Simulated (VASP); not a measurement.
# Ca (Im-3m) in VASP: notebook

One crystal, Ca, is run at these levels: revPBE; tasks: single point.

All numbers are computed with VASP 6.6.1; they aren't measurements. Logs are shortened: lines on timing, memory, paths and dates and some standing lists are left out, and cuts for length are marked.

## (1) The crystal as given

The structure is cubic, space group Im-3m (No. 229). The conventional cell has a = 4.447 Å, b = 4.447 Å, c = 4.447 Å, α = 90.00°, β = 90.00°, γ = 90.00°. Around Ca (site symmetry m-3m) lie 8 Ca at 3.85 Å.

This isn't the form of Ca at room conditions, which is fcc.

## (2) Single point, revPBE

File INCAR:

```
  ALGO = Normal
  EDIFF = 1E-6
  ENCUT = 520
  GGA = RE
  ISIF = 2
  ISMEAR = -1
  LASPH = True
  LCHARG = False
  LREAL = False
  LWAVE = False
  NBANDS = 11
  NELM = 100
  PREC = Accurate
  SIGMA = 0.1
```

File KPOINTS:

```
k-points
0
Gamma
  16 16 16
```

File POSCAR:

```
Ca
1.0
   -2.2232979001      2.2232979001      2.2232979001
    2.2232979001     -2.2232979001      2.2232979001
    2.2232979001      2.2232979001     -2.2232979001
Ca
1
Direct
    0.0000000000      0.0000000000      0.0000000000
```

Potentials or basis: VASP PAW PBE potentials, release 64 (Ca_sv).

Launch:

```sh
$ cat potpaw_PBE.64/Ca_sv/POTCAR > POTCAR
$ mpirun -np 1 vasp_std > vasp.out
```

OUTCAR:

```text
EDIFF = 1E-6
   ENCUT = 520
   GGA = RE
   ISIF = 2
   ISMEAR = -1
   LASPH = True
   LREAL = False
   NELM = 100
   PREC = Accurate

 ion  position               nearest neighbor table
   1  0.000  0.000  0.000-

  LATTYP: Found a body centered cubic cell.
 ALAT       =     4.4465958002

  Lattice vectors:

 A1 = (  -2.2232979001,   2.2232979001,   2.2232979001)
 A2 = (   2.2232979001,  -2.2232979001,   2.2232979001)
 A3 = (   2.2232979001,   2.2232979001,  -2.2232979001)

Analysis of symmetry for initial positions (statically):
=====================================================================
 Subroutine PRICEL returns:
 Original cell was already a primitive cell.

 Routine SETGRP: Setting up the symmetry group for a
 body centered cubic supercell.

 Subroutine GETGRP returns: Found 48 space group operations
 (whereof 48 operations were pure point group operations)
 out of a pool of 48 trial point group operations.

The static configuration has the point symmetry O_h .

Analysis of symmetry for dynamics (positions and initial velocities):
=====================================================================
 Subroutine PRICEL returns:
 Original cell was already a primitive cell.

 Routine SETGRP: Setting up the symmetry group for a
 body centered cubic supercell.

 Subroutine GETGRP returns: Found 48 space group operations
 (whereof 48 operations were pure point group operations)
 out of a pool of 48 trial point group operations.

The dynamic configuration has the point symmetry O_h .

 Subroutine INISYM returns: Found 48 space group operations
 (whereof 48 operations are pure point group operations),
 and found     1 'primitive' translations

----------------------------------------------------------------------------------------

                                     Primitive cell

  volume of cell :      43.9595

  direct lattice vectors                    reciprocal lattice vectors
    -2.223297900  2.223297900  2.223297900     0.000000000  0.224891140  0.224891140
     2.223297900 -2.223297900  2.223297900     0.224891140  0.000000000  0.224891140
     2.223297900  2.223297900 -2.223297900     0.224891140  0.224891140  0.000000000

  length of vectors
     3.850864923  3.850864923  3.850864923     0.318044101  0.318044101  0.318044101

  position of ions in fractional coordinates (direct lattice)
     0.000000000  0.000000000  0.000000000

  ion indices of the primitive-cell ions
   primitive index   ion index
                 1           1

----------------------------------------------------------------------------------------

 KPOINTS: k-points

Automatic generation of k-mesh.
 Grid dimensions read from file:
 generate k-points for:   16   16   16

 Generating k-lattice:

  Cartesian coordinates                     Fractional coordinates (reciprocal lattice)
     0.000000000  0.014055696  0.014055696     0.062500000  0.000000000  0.000000000
     0.014055696  0.000000000  0.014055696     0.000000000  0.062500000  0.000000000
     0.014055696  0.014055696  0.000000000     0.000000000  0.000000000  0.062500000

  Length of vectors
     0.019877756  0.019877756  0.019877756

  Shift w.r.t. Gamma in fractional coordinates (k-lattice)
     0.000000000  0.000000000  0.000000000

 Subroutine IBZKPT returns following result:
 ===========================================

 Found    145 irreducible k-points:

 Following reciprocal coordinates:
            Coordinates               Weight
  0.000000  0.000000  0.000000      1.000000
  0.062500  0.000000  0.000000     12.000000
  0.125000  0.000000  0.000000     12.000000
  0.187500  0.000000  0.000000     12.000000
  0.250000  0.000000  0.000000     12.000000
  0.312500  0.000000  0.000000     12.000000
[... 16 lines left out ...]
  0.187500  0.187500  0.000000     24.000000
  0.250000  0.187500 -0.000000     48.000000
 [... further k-points ...]
   k-points           NKPTS =    145   k-points in BZ     NKDIM =    145   number of bands    NBANDS=     11
   number of dos      NEDOS =    301   number of ions     NIONS =      1
   total plane-waves  NPLWV =  27000
   dimension x,y,z NGX =    30 NGY =   30 NGZ =   30
   dimension x,y,z NGXF=    60 NGYF=   60 NGZF=   60
   ions per type =               1
   NGX,Y,Z   is equivalent  to a cutoff of  12.95, 12.95, 12.95 a.u.
   NGXF,Y,Z  is equivalent  to a cutoff of  25.90, 25.90, 25.90 a.u.
 SYSTEM =  unknown system
   PREC   = accura    normal or accurate (medium, high low for compatibility)
   ISTART =      0    job   : 0-new  1-cont  2-samecut
   ICHARG =      2    charge: 1-file 2-atom 10-const
   ISPIN  =      1    spin polarized calculation?
   LNONCOLLINEAR =      F non collinear calculations
   LSORBIT =      F    spin-orbit coupling
   LASPH  =      T    aspherical Exc in radial PAW
   ENCUT  =  520.0 eV  38.22 Ry    6.18 a.u.   7.16  7.16  7.16*2*pi/ulx,y,z
   NELM   =    100;   NELMIN=  2; NELMDL= -5     # of ELM steps
   EDIFF  = 0.1E-05   stopping-criterion for ELM
   LREAL  =      F    real-space projection
   EDIFFG = 0.1E-04   stopping-criterion for IOM
   NSW    =      0    number of steps for IOM
   IBRION =     -1    ionic relax: 0-MD 1-quasi-New 2-CG
   NFREE  =      0    steps in history (QN), initial steepest desc. (CG)
   ISIF   =      2    stress and relaxation
   ISYM   =      2    0-nonsym 1-usesym 2-fastsym
   POTIM  = 0.5000    time-step for ionic-motion
   TEBEG  =    0.0;   TEEND  =   0.0 temperature during run
   PSTRESS=    0.0 pullay stress
   NELECT =      10.0000    total number of electrons
   NUPDOWN=      -1.0000    fix difference up-down
   EMIN   =  10.00;   EMAX   =-10.00  energy-range for DOS
   EFERMI =   0.00;   METHOD = LEGACY
   ISMEAR =    -1;   SIGMA  =   0.10  broadening in eV -4-tet -1-fermi 0-gaus
   EFERMI_NEDOS =   21; number of points for ismear=-14 and -15
   IALGO  =     38    algorithm
   IMIX   =      4    mixing-type and parameters
     AMIX     =   0.40;   BMIX     =  1.00
     AMIX_MAG =   1.60;   BMIX_MAG =  1.00
  volume/ion in A,a.u.               =      43.96       296.65
  Fermi-wavevector in a.u.,A,eV,Ry     =   0.999364  1.888525 13.588534  0.998729
  Thomas-Fermi vector in A             =   2.131650
   LORBIT       =      0    0 simple, 1 ext, 2 COOP (PROOUT), +10 PAW based schemes
   GGA     = RE    functional components
   LHFCALC =     F    Hartree Fock is set to
   AEXX    =    0.0000 exact exchange contribution
   IVDW    =     0    specifies the selected vdW correction
   LEPSILON=     F    determine dielectric tensor
   LRPA    =     F    only Hartree local field effects (RPA)
 non-spin polarized calculation
  energy-cutoff  :      520.00
  volume of cell :       43.96
 maximum number of plane-waves:      1205
 NGX is ok and might be reduce to    30
   NGX = 15   NGY = 15   NGZ = 15

 number of electron      10.0000003 magnetization

 Free energy of the ion-electron system (eV)
  ---------------------------------------------------
  ext. energy  EPLUGINS =         0.00000000
  ---------------------------------------------------
  free energy    TOTEN  =        -1.77409472 eV

  energy without entropy =       -1.72624984  energy(sigma->0) =       -1.75017228

 E-fermi :   1.9150     XC(G=0):  -7.5128

 val. band max:        1.9112580974   @ k =   0.5000   0.5000   0.2500
 cond. band min:       1.9158713222   @ k =  -0.4375  -0.4375   0.1250
 fundamental gap:      0.0046132249
 Fermi energy:         1.9149517280

 k-point     1 :       0.0000    0.0000    0.0000
  band No.  band energies     occupation
      1     -40.3122      2.00000
      2     -21.1890      2.00000
      3     -21.1890      2.00000
      4     -21.1890      2.00000
      5      -2.0561      2.00000
      6       4.2144      0.00000
      7       4.2144      0.00000
      8       4.2144      0.00000
      9       5.2162      0.00000
     10       5.2162      0.00000
     11      11.8916      0.00000

 k-point     2 :       0.0625    0.0000    0.0000
  band No.  band energies     occupation
      1     -40.3117      2.00000
      2     -21.1936      2.00000
      3     -21.1905      2.00000
      4     -21.1890      2.00000
      5      -1.9878      2.00000
      6       4.1715      0.00000
      7       4.1891      0.00000
      8       4.2651      0.00000
      9       5.1638      0.00000
     10       5.2171      0.00000
     11      11.7992      0.00000

 k-point     3 :       0.1250    0.0000    0.0000
  band No.  band energies     occupation
      1     -40.3104      2.00000
      2     -21.2066      2.00000
      3     -21.1949      2.00000
      4     -21.1889      2.00000
      5      -1.7853      2.00000
      6       4.0538      0.00000
      7       4.0819      0.00000
      8       4.4150      0.00000
      9       5.0621      0.00000
     10       5.2231      0.00000
     11      11.3781      0.00000

 k-point     4 :       0.1875    0.0000    0.0000
  band No.  band energies     occupation
      1     -40.3085      2.00000
      2     -21.2261      2.00000
      3     -21.2015      2.00000
      4     -21.1889      2.00000
      5      -1.4561      2.00000
      6       3.8410      0.00000
      7       3.8885      0.00000
      8       4.6572      0.00000
      9       5.0141      0.00000
     10       5.2412      0.00000
     11      10.5214      0.00000
[... 239 lines left out ...]
 k-point    22 :       0.4375    0.1250    0.0000
  band No.  band energies     occupation
      1     -40.2998      2.00000
      2     -21.3018      2.00000
      3     -21.2345      2.00000
      4     -21.1951      2.00000
      5       1.2659      1.99697
      6       1.8750      1.19698
      7       3.1975      0.00001
      8       5.0659      0.00000
      9       5.4885      0.00000
     10       6.3010      0.00000
     11       6.9465      0.00000

 k-point    23 :       0.1875    0.1875    0.0000
  band No.  band energies     occupation
      1     -40.3034      2.00000
      2     -21.2695      2.00000
      3     -21.2175      2.00000
      4     -21.1972      2.00000
      5      -0.3530      2.00000
      6       3.1305      0.00001
      7       3.4248      0.00000
      8       4.9506      0.00000
      9       5.4091      0.00000
     10       5.4651      0.00000
     11       8.6907      0.00000

 k-point    24 :       0.2500    0.1875   -0.0000
  band No.  band energies     occupation
      1     -40.3016      2.00000
      2     -21.2817      2.00000
      3     -21.2275      2.00000
      4     -21.1987      2.00000
      5       0.1992      2.00000
      6       2.8126      0.00025
      7       3.2535      0.00000
      8       5.0172      0.00000
      9       5.4314      0.00000
     10       5.8168      0.00000
     11       7.8534      0.00000

 [... further k-points ...]

------------------------ aborting loop because EDIFF is reached ----------------------------------------

  FORCE on cell =-STRESS in cart. coord.  units (eV):
  Direction    XX          YY          ZZ          XY          YZ          ZX
  --------------------------------------------------------------------------------------
  -------------------------------------------------------------------------------------
  Total        0.0041888      0.0041888      0.0041888     -0.0000000     -0.0000000      0.0000000
  in kB        0.1526678      0.1526678      0.1526678     -0.0000000     -0.0000000      0.0000000
  external PRESSURE =       0.1526678 kB  Pullay stress =       0.0000000 kB

 VOLUME and BASIS-vectors are now :
 -----------------------------------------------------------------------------
  energy-cutoff  :      520.00
  volume of cell :       43.96
      direct lattice vectors                 reciprocal lattice vectors
    -2.223297900  2.223297900  2.223297900     0.000000000  0.224891140  0.224891140
     2.223297900 -2.223297900  2.223297900     0.224891140  0.000000000  0.224891140
     2.223297900  2.223297900 -2.223297900     0.224891140  0.224891140  0.000000000

 POSITION                                       TOTAL-FORCE (eV/Angst)
 -----------------------------------------------------------------------------------
      0.00000      0.00000      0.00000        -0.000000      0.000000      0.000000
 -----------------------------------------------------------------------------------
    total drift:                               -0.000000     -0.000000      0.000000

  FREE ENERGIE OF THE ION-ELECTRON SYSTEM (eV)
  ---------------------------------------------------
  free  energy   TOTEN  =        -1.7740947176 eV

  energy  without entropy=       -1.7262498352  energy(sigma->0) =       -1.75017228
```

Wall time 58 s (1 thread of Intel Xeon Platinum 8488C (Sapphire Rapids), shared host); peak memory 0.21 GiB.

What came out:

- Free energy: -1.7741 eV
- Pressure: 0.0 GPa
- Band gap on the k mesh: none (metal or under the smearing width)

Levels at points of the mesh, in eV from the Fermi level:
```
           k point  band 2  band 3  band 4  band 5  band 6  band 7  band 8  band 9
(0.00, 0.00, 0.00)  -23.10  -23.10  -23.10   -3.97    2.30    2.30    2.30    3.30
(0.50, 0.00, 0.00)  -23.22  -23.14  -23.10   -0.84   -0.06    1.38    3.20    3.56
(0.50, 0.50, 0.50)  -23.19  -23.19  -23.19    0.12    0.12    3.79    3.79    3.79
```

Caveat: the PAW data sets were made with another functional, which shifts forces and pressure a little.

[end of part 1 of 3]
